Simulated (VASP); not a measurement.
Input of a VASP 6.6.1 run:

The input INCAR:

```
PREC = Accurate
ENCUT = 600
EDIFF = 1E-7
ISMEAR = 0
SIGMA = 0.02
LREAL = F
LASPH = T
NELM = 80
ALGO = Normal
ISIF = 3
LWAVE = F
LCHARG = F
GGA = PE
IVDW = 12
IBRION = 2
NSW = 90
EDIFFG = -0.005
```

KPOINTS

```
regular mesh
0
Gamma
  12 12 12
```

Contents of POSCAR:

```
MoS2
1.0
    1.5921519200      0.9192293400      6.4820983800
   -1.5921519200      0.9192293400      6.4820983800
    0.0000000000     -1.8384586700      6.4820983800
Mo S
1 2
Direct
    0.0002249600      0.0002249600      0.0002249600
    0.5870697800      0.5870697800      0.5870697800
    0.7467042600      0.7467042600      0.7467042600
```

Potentials or basis: VASP PAW PBE potentials, release 64 (Mo_sv, S).

Command:

```sh
$ cat potpaw_PBE.64/Mo_sv/POTCAR potpaw_PBE.64/S/POTCAR > POTCAR
$ mpirun -np 1 vasp_std > vasp.out
```

Q: Predict the relaxed cell.

A: a = 6.263 Å, b = 6.263 Å, c = 6.263 Å, α = 29.16°, β = 29.16°, γ = 29.16°.

Q: Estimate the relaxed volume.

A: 17.20 Å³/atom.

Q: Estimate the dispersion energy per atom.

A: -0.441 eV.

Q: Predict the band gap on the k mesh.

A: 0.80 eV, indirect (least direct gap 1.77 eV).

Step by step:
```
step  energy change (eV)  largest force (eV/Å)  pressure (GPa)  volume (Å³)
   1              0.0000                0.1389           -2.18        56.92
   2             -0.0047                0.5260            2.53        54.82
   3             -0.0101                0.3581            0.46        55.69
   4             -0.0157                0.0317           -0.36        55.31
   5             -0.0158                0.0688           -0.27        55.35
   6             -0.0215                0.0688           -0.25        54.96
   7             -0.0366                0.0763           -0.08        53.79
   8             -0.0515                0.1083            0.82        51.44
   9             -0.0269                0.6372           -4.37        52.17
  10             -0.0522                0.0066            0.05        51.54
  11             -0.0522                0.0086            0.04        51.55
  12             -0.0522                0.0176            0.01        51.59
  13             -0.0522                0.0063            0.02        51.57
  14             -0.0522                0.0118           -0.08        51.62
  15             -0.0522                0.0039           -0.01        51.59
```

A k mesh can miss the band edges. PBE gaps usually lie below the measured ones, often by a third to a half.
